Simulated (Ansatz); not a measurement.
**SiC (Moissanite 6H): relaxation of cell and atoms with BLYP**

SiC (Moissanite 6H):

```xyz
12
Lattice="3.0950 0.0000 0.0000 -1.5475 2.6803 0.0000 0.0000 0.0000 15.1700" Properties=species:S:1:pos:R:3 pbc="T T T"
Si    1.5475    0.8934    6.9524
Si    0.0000    1.7869   14.5374
Si    1.5475    0.8934   12.0101
Si    0.0000    1.7869    4.4251
Si    0.0000    0.0000    9.4812
Si    0.0000    0.0000    1.8962
C     1.5475    0.8934    5.0562
C     0.0000    1.7869   12.6412
C     1.5475    0.8934   10.1138
C     0.0000    1.7869    2.5288
C     0.0000    0.0000    7.5850
C     0.0000    0.0000    0.0000
```

```json
{
  "Program": "Ansatz 0.2.0",
  "Task": "relaxation of cell and atoms",
  "Functional": "BLYP",
  "Potentials or basis": "Ansatz PAW",
  "Cutoff": "420 eV (not typed: the program's choice for these potentials)",
  "k mesh": "10 × 10 × 2",
  "Occupations": "fermi-dirac, width 0.05 eV",
  "Spin": "no spin polarisation"
}
```

* Relaxed volume: 10.73 Å³/atom
* Relaxed cell: a = 3.117 Å, b = 3.117 Å, c = 15.301 Å, α = 90.00°, β = 90.00°, γ = 120.00°
* Space group after relaxing (to 0.05 Å): P6_3mc (No. 186)
* Energy gained by relaxing: 3.6 meV/atom
* Ionic steps: 7
* Pressure after relaxing: 0.0 GPa
* Band gap on the k mesh: 2.33 eV, indirect (least direct gap 3.41 eV)

The path:
```csv
step,energy change (eV),largest force (eV/Å),volume (Å³)
1,0.0000,0.1417,125.85
2,-0.0302,0.0742,127.37
3,-0.0366,0.0108,128.70
4,-0.0367,0.0022,128.72
5,-0.0436,0.0021,128.72
6,-0.0435,0.0001,128.77
7,-0.0436,0.0001,128.77
```

Final structure:
```xyz
12
Lattice="3.1174 0.0000 0.0000 -1.5587 2.6997 0.0000 0.0000 0.0000 15.3008" Properties=species:S:1:pos:R:3 pbc="T T T"
Si    1.5587    0.8999    7.0119
Si    0.0000    1.7998   14.6624
Si    1.5587    0.8999   12.1153
Si    0.0000    1.7998    4.4649
Si    0.0000    0.0000    9.5641
Si    0.0000    0.0000    1.9137
C     1.5587    0.8999    5.0999
C     0.0000    1.7998   12.7503
C     1.5587    0.8999   10.2035
C     0.0000    1.7998    2.5531
C     0.0000    0.0000    7.6455
C     0.0000    0.0000   -0.0049
```

Levels at points of the mesh, in eV from the valence-band top:
```csv
k point,band 21,band 22,band 23,band 24,band 25,band 26,band 27,band 28
"(0.00, 0.00, 0.00)",-0.29,-0.04,0.00,0.00,4.99,5.17,5.54,6.03
"(0.00, 0.00, -0.50)",-0.09,-0.09,-0.09,-0.09,5.06,5.06,5.79,5.79
"(0.00, -0.50, 0.00)",-1.74,-1.72,-1.58,-1.08,2.33,2.50,3.42,4.06
"(0.00, -0.50, -0.50)",-1.65,-1.65,-1.27,-1.27,2.37,2.37,3.63,3.63
```

Run time: 28 s on 4 threads of Intel(R) Xeon(R) Processor @ 2.70GHz (shared host), peak memory 0.53 GiB.

Caveat: the plane-wave basis is chosen anew once the cell has moved, so the energies of steps on either side of that aren't comparable; the pressure holds a Pulay correction of +0.4 GPa for the finite cutoff; the PAW data sets come from PBE, with cores solved anew for the run's functional, which leaves a small shift of forces and pressure. A hybrid or GW would open this gap; BLYP tends to underestimate it.
